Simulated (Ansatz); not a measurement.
**BAs: a single-point run**

The task is a single-point run on BAs. The structure is shown as the input types it.

Method: DFT, PBE, norm-conserving pseudopotentials, Ansatz's default files, scalar-relativistic, in Ansatz 0.2.0.

2 further runs of the same task are left out: 2 that didn't finish.

## Step 1: The starting structure

Symmetry: F-43m, No. 216, cubic system. Conventional cell: a = 3.693 Å, b = 3.693 Å, c = 3.693 Å, α = 90.00°, β = 90.00°, γ = 90.00°. Around B (site symmetry -43m) lie 4 As at 1.60 Å. As (site symmetry -43m) has 4 B at 1.60 Å as nearest neighbours.

Structure file:

```
B As
1.0
     0.00000    1.84652    1.84652
     1.84652    0.00000    1.84652
     1.84652    1.84652    0.00000
B As
1 1
Direct
  0.75000 0.75000 0.75000
  0.00000 0.00000 0.00000
```

## Step 2: The calculation

Input file input.yaml:

```yaml
crystal:
  lattice:
    - [0.0, 1.8465198986, 1.8465198986]
    - [1.8465198986, 0.0, 1.8465198986]
    - [1.8465198986, 1.8465198986, 0.0]
  atoms:
    - { symbol: B, position: [0.75, 0.75, 0.75] }
    - { symbol: As, position: [0.0, 0.0, 0.0] }
kpoints:
  mp_grid: { grid: [10, 10, 10] }
scf:
  occupations: { method: fermi_dirac, width: 0.03 }
hamiltonian:
  xc: pbe
  pseudopotentials: { kind: nc }
output:
  forces: true
  stress: true
  eigenvalues: true
  efg: { contact_densities: true }
  populations: true
```

On the command line:

```
ansatz run input.yaml --threads 1 --pin off --max-ram 2048MiB --backend cpu --events-out ev --progress --plain --runs-dir out
```

Q: Will this input give a usable result? If not, why, and what should change?

The run ended at the input check. It says: «output.efg without hamiltonian.pseudopotentials.kind: paw|paw_fr|all_electron or hamiltonian.pseudopotentials.kind: all_electron — the all-electron EFG reconstruction needs the PAW one-centre densities; drop the efg request ...»

The program refuses this combination of settings.

What to do: choose a set-up that the feature supports.
